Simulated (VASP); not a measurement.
A run of VASP 6.6.1 is set up as follows.

The input INCAR:

```
SYSTEM = Cu
PREC = Accurate ; ENCUT = 600
EDIFF = 1E-6 ; ISMEAR = 0
SIGMA = 0.1 ; LREAL = .FALSE.
LASPH = .TRUE. ; NELM = 100
ALGO = Normal ; ISIF = 3
LWAVE = .FALSE. ; LCHARG = .FALSE.
GGA = PE ; IBRION = 2
NSW = 90 ; EDIFFG = -0.04
```

File KPOINTS:

```
regular mesh
0
G
  8 8 8
  0 0 0
```

The input POSCAR:

```
Cu
1.0
    1.2184636900     -3.9763780104      0.0000000000
    1.2184636900      3.9763780104      0.0000000000
    0.0000000000      0.0000000000      2.4754955235
Cu
2
Direct
    0.1338666500      0.8661333500      0.2500000000
    0.8661333500      0.1338666500      0.7500000000
```

Potentials or basis: VASP PAW PBE potentials, release 64 (Cu).

Launch:

```sh
$ cat potpaw_PBE.64/Cu/POTCAR > POTCAR
$ mpirun -np 1 vasp_std > vasp.out
```

Problem. What does it give for the relaxed volume?

Solution. 12.60 Å³/atom.

Problem. What does it give for the band gap on the k mesh?

Solution. None (metal or under the smearing width).

Problem. Predict the relaxed cell.

Solution. a = 4.223 Å, b = 4.223 Å, c = 2.512 Å, α = 90.00°, β = 90.00°, γ = 145.76°.

Problem. Estimate the space group after relaxing (to 0.05 Å).

Solution. Cmcm (No. 63).

The path:
```
step  energy change (eV)  largest force (eV/Å)  pressure (GPa)  volume (Å³)
   1              0.0000                0.0456            7.03        23.99
   2             -0.0198                0.0777           -2.98        25.86
   3             -0.0259                0.0426           -0.04        25.22
   4             -0.0259                0.0407            0.10        25.19
   5             -0.0262                0.0242            0.13        25.20
```
